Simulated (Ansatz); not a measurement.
Crystal: TiO2.

```
Ti O
1.0
     5.58222    0.00000    0.00000
    -2.79111    4.83435    0.00000
     0.00000    0.00000    6.08247
Ti O
3 6
Direct
  0.46694 0.00000 0.33333
  0.00000 0.46694 0.66667
  0.53306 0.53306 0.00000
  0.58107 0.85143 0.12066
  0.72963 0.14857 0.54600
  0.27037 0.41893 0.78733
  0.85143 0.58107 0.87934
  0.14857 0.72963 0.45400
  0.41893 0.27037 0.21267
```

Measurements of this composition are mostly on another form, of space group No. 141.

- Program: Ansatz 0.2.0
- Task: relaxation of cell and atoms
- Functional: RPBE
- Potentials or basis: Ansatz PAW
- Cutoff: 420 eV (not typed: the program's choice for these potentials)
- k mesh: 6 × 6 × 5
- Occupations: fermi-dirac, width 0.05 eV
- Spin: no spin polarisation

At the start: volume 18.24 Å³/atom.

Q: Where does the relaxation end?

A: It ends after 14 steps and the volume is 20.49 Å³/atom (+12.4 %); space group P6_422 (No. 181, to 0.05 Å).

The path:
```
step  energy change (eV)  largest force (eV/Å)  volume (Å³)
   1              0.0000                0.1898       164.14
   2             -0.0573                0.0337       169.51
   3             -0.0680                0.0902       174.35
   4             -0.0829                0.0498       178.99
   5             -0.0822                0.0061       180.94
   6             -0.0821                0.0012       181.19
   7             -0.0807                0.0062       181.97
   8             -0.0807                0.0022       181.97
   9             -0.0805                0.0008       182.09
  10             -0.1536                0.0009       182.09
  11             -0.1547                0.0070       184.17
  12             -0.1531                0.0076       185.04
  13             -0.1549                0.0014       184.45
  14             -0.1603                0.0014       184.45
```

Final structure:
```
Ti O
1.0
     5.78816    0.00000    0.00000
    -2.89408    5.01269    0.00000
     0.00000    0.00000    6.35708
Ti O
3 6
Direct
  0.49903 0.00000 0.33333
  0.00000 0.49903 0.66667
  0.50097 0.50097 0.00000
  0.57343 0.78853 0.16528
  0.78490 0.21147 0.50139
  0.21510 0.42657 0.83194
  0.78853 0.57343 0.83472
  0.21147 0.78490 0.49861
  0.42657 0.21510 0.16806
```

Caveat: the plane-wave basis is chosen anew once the cell has moved, so the energies of steps on either side of that aren't comparable; the pressure holds a Pulay correction of +0.3 GPa for the finite cutoff; the PAW data sets come from PBE, with cores solved anew for the run's functional, which leaves a small shift of forces and pressure.
